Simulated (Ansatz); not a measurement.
Input of an Ansatz 0.2.0 run:

The input input.yaml:

```yaml
crystal:
  lattice:
    - [0.0, 2.9165, 2.9165]
    - [2.9165, 0.0, 2.9165]
    - [2.9165, 2.9165, 0.0]
  atoms:
    - { symbol: Cd, position: [0.0, 0.0, 0.0] }
    - { symbol: S, position: [0.75, 0.75, 0.75] }
hamiltonian:
  xc: r2scan0
  pseudopotentials: { kind: paw_fr }
magnetization:
  noncollinear: true
  spin_orbit: true
kpoints:
  mp_grid: { grid: [4, 4, 4] }
scf:
  occupations: { method: fermi_dirac, width: 0.05 }
output:
  forces: true
  stress: true
  eigenvalues: true
```

Potentials or basis: Ansatz PAW.

The run is started by

```bash
$ ansatz run input.yaml --threads 2 --pin off --max-ram 5632MiB --backend cpu --events-out ev --progress --plain --runs-dir out
```

(1) Estimate the band gap on the k mesh.

(2) Estimate the pressure.

Answers

(1) 3.09 eV, direct.

(2) 1.0 GPa.

Caveat: the k mesh is coarse (spacing up to 0.47 Å⁻¹), so the values aren't converged, least of all with exact exchange; the PAW data sets come from PBE, with cores solved anew for the run's functional, which leaves a small shift of forces and pressure; the thresholds are loose for stress.
